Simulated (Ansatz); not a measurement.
Crystal: BN.

```
N B
1.0
     0.00000    1.81300    1.81300
     1.81300    0.00000    1.81300
     1.81300    1.81300    0.00000
N B
1 1
Direct
  0.25000 0.25000 0.25000
  0.00000 0.00000 0.00000
```

The cell is a database's computed one.

A run of Ansatz 0.2.0 on this cell left the log below. Logs are shortened: lines on timing, memory, paths and dates and some standing lists are left out, and cuts for length are marked.

```text
Warning: RAYON_NUM_THREADS=1 ignored (pool sized by the plan → 1); use --threads N
The last accepted step is kept in <dir> (removed where the run ends without a failure and the disk answers)
LAPW: plane waves up to 11.137 Å⁻¹, error target 1.0e-3 eV per atom; small_component_spin mean_spin; B in spheres of 0.717 Å, 5 of its electrons in bands, Dirac shells []; N in spheres of 0.806 Å, 7 of its electrons in bands, Dirac shells [] (how accurate: hamiltonian.pseudopotentials.lapw.basis_error, Limitations)
Engine: ansatz 0.2.0, aarch64-unknown-linux-gnu
Pseudopotentials: kind: all_electron
Pseudopotential: N, LAPW, valence charge 7, lapw/all_electron/scalar/gaussian/N, Koelling and Harmon's equation, gaussian nucleus
Pseudopotential: B, LAPW, valence charge 5, lapw/all_electron/scalar/gaussian/B, Koelling and Harmon's equation, gaussian nucleus
Functional definition: RPBE
  parameter kappa = 0.804
  parameter beta = 0.06672455060314922
  exchange = rpbe_x(kappa = kappa, mu = beta*pi^2/3)
  correlation = pbe_c(beta = beta)
Crystal: 2 atoms, lattice volume = 11.919 Å³
Basis set: ecut = 472.5871513249528 eV, 283 PW (Γ), exchange–correlation at level 2
Bands: 10, of which v1, the nominal top of the filled ones, is band 6 counted from 1 (5 counted from 0)
Symmetry: 24 space group operations
Space group: F-43m (ITA 216), of the structure as read, at distance tolerance 2.3e-5 Å
k-points: 84 of 2197 (time reversal used)
Non-local potential: N, projectors of the file, none
Non-local potential: B, projectors of the file, none
Initial density: superposition of atomic densities (chi_scale 0.1, normalization cell, long waves kept (reshape's long-wave potential 0.00 eV rms))
Initial wavefunctions: plane waves of lowest kinetic energy (no species holds an atomic orbital)
Functional: x = rpbe, c = pbe(β = 0.06672455060314922)
iter 1 solved again at ethr=1.85e-2 eV; its pass at ethr=1.00e-1 eV (dr2=2.22e0 eV) is discarded
SCF iter   1: F=—  HF=-2172.063860 eV  |F-HF|=—  |Δ(HF+E_count)|=         —  Δρ=1.52e-1  dr2=2.22e0  ethr=1.85e-2  ⟨swp⟩=2.0  Hψ=6332  notcnv=0
preconditioner: auto → none  [insulator: Δε(μ)=6.037 eV  Ē_g=20.398 eV  σ=0.050 eV  W_gap=1.00  n_scr=0 (ndim 8)  ℏωp=30.4 eV  f_vac=0.000  D(μ)=0.00/eV (n_scr^D=0)  ε∞_Penn≈3.2]
[... 35 lines left out ...]
SCF iter   1: F=—  HF=-2171.191562 eV  |F-HF|=—  |Δ(HF+E_count)|=         —  Δρ=1.79e-5  dr2=1.29e-8  ethr=1.08e-10  ⟨swp⟩=4.4  Hψ=4501  notcnv=0
preconditioner: auto → none  [insulator: Δε(μ)=4.552 eV  Ē_g=19.762 eV  σ=0.050 eV  W_gap=1.00  n_scr=0 (ndim 8)  ℏωp=30.2 eV  f_vac=0.000  D(μ)=0.00/eV (n_scr^D=0)  ε∞_Penn≈3.3]
SCF iter   2: F=-2171.191562 eV  HF=-2171.191562 eV  |F-HF|=1.15e-8  |Δ(HF+E_count)|=   2.64e-8  Δρ=9.74e-6  dr2=4.27e-9  ethr=1.08e-10  ⟨swp⟩=2.9  Hψ=2220  notcnv=0
SCF 4 converged in 2 iterations: F = -2171.191562 eV  dr2 = 4.27e-9
relax step   4: F+E_penalty+E_count = -2171.19156160 eV  Δ(F+E_penalty+E_count) = +7.603e-7 eV  max|allowed force component| = 5.551e-17 eV/Å  Δτ_max = 0.0000 Å  P = +0.047 GPa  Ω = 12.092 Å³  stress off target by 4.74e-2 GPa  SCF on the basis re-selected at this cell (its energy is not comparable with the rows above)  (2 SCF iters)
basis re-selected at this cell: Δ(F+E_penalty+E_count) = +7.603e-7 eV, ΔP = +0.001 GPa vs the last step (what re-selecting the basis moved, after the strain that the cell walked since its last selection, with what the two solves' SCF thresholds leave and, on support functions, any second-order correction that the steps lacked; it is no measure of the basis error at this ecutwfc). This SCF's stress stands 4.74e-2 GPa from its target on what of the cell is left free (relax.cell.stress_tol is 5.00e-2 GPa) and its largest allowed force component is 5.55e-17 eV/Å (relax.f_tol is 2.00e-2 eV/Å): within both
SCF converged after 2 iterations
Free energy (F): -2171.191562 eV
Harris-Foulkes:  -2171.191562 eV  (|F-HF|=1.15e-8)
Internal energy: -2171.191562 eV  (E = F + TS)
E sigma→0 (E₀):  -2171.191562 eV
Fermi energy:    13.464717 eV
--- Per-component energies (eV) ---
  E_band       = -1025.391238
  E_kinetic    = 2163.976136
  E_xc         = -302.694539
  E_electrostatic = -4032.473158  (all electrons and nuclei)
  E_smearing   = -0.000000  (= −TS)
  E_closure    = 0.000000  (closes the sum)
  E_atoms      = -2154.646641  (free atoms, spherical and without spin; not in F)
  Σ components = -2171.191562   (vs F -2171.191562, Δ=0.00e0)
  Basis errors (estimates in eV, not in F): energy 5.5e-4 per atom: plane waves 5.2e-4 (3.4e-4 summed), levels above the bands 4.5e-70, relativity 2.7e-8, radial functions 2.8e-5, core shells 0.0e0; eigenvalues (radial functions only) 3.2e-6; not estimated: angular momenta, meshes, grids; target (lapw.basis_error) 1.0e-3; muffin-tin radii B 0.720 Å, N 0.810 Å
--- Forces (eV/Å), atoms counted from 1 ---
  atom   1  N     -0.00000000     0.00000000    -0.00000000
  atom   2  B      0.00000000    -0.00000000    -0.00000000
  max |Σ_I F_I| component: 6.48e-17 eV/Å
--- Stress (GPa, compression-positive) ---
        0.047399      -0.000000       0.000000
       -0.000000       0.047399      -0.000000
        0.000000      -0.000000       0.047399
  P = ⅓ Tr σ = 0.0474 GPa (0.474 kbar)
--- Relaxed structure (3 steps of the walk, 3 accepted, 1 SCFs on fresh bases) ---
  F+E_penalty+E_count = -2171.19156160 eV   max|allowed force component| = 5.551e-17 eV/Å   (the final SCF, on the basis selected at the relaxed cell)
  cell:  # Å, volume = 12.0923 Å³
    - [-1.528611609868677e-34, 1.8217671075815778, 1.8217671075815778]
    - [1.8217671075815778, -7.006136545231436e-34, 1.8217671075815778]
    - [1.8217671075815778, 1.8217671075815778, 5.22275633371798e-34]
  atoms:
    - { symbol: N, position: [0.24999999999999997, 0.24999999999999997, 0.24999999999999997] }
    - { symbol: B, position: [-6.63930254446645e-35, 1.062288407114632e-34, 5.311442035573159e-35] }
```

Write the input and the command behind it.

Relaxation of cell and atoms with RPBE, no spin polarisation. The files as run (others can give the same):

input.yaml
```yaml
crystal:
  lattice:
    - [0.0, 1.813001, 1.813001]
    - [1.813001, 0.0, 1.813001]
    - [1.813001, 1.813001, 0.0]
  atoms:
    - { symbol: "N", position: [0.25, 0.25, 0.25] }
    - { symbol: B, position: [0.0, 0.0, 0.0] }
kpoints:
  mp_grid: { grid: [13, 13, 13] }
scf:
  occupations: { method: fermi_dirac, width: 0.05 }
hamiltonian:
  xc: rpbe
  pseudopotentials: { kind: all_electron, lapw: { basis_error: 0.001 } }
output:
  forces: true
  stress: true
relax:
  f_tol: 0.02
  max_steps: 60
  cell: {}
```

Potentials or basis: all-electron LAPW, scalar-relativistic.
Run with:
```console
$ ansatz run input.yaml --threads 1 --pin off --max-ram 3072MiB --backend cpu --events-out ev --progress --plain --runs-dir out
```

Caveat: an odd mesh through Γ misses points on the zone boundary, where band edges often lie.
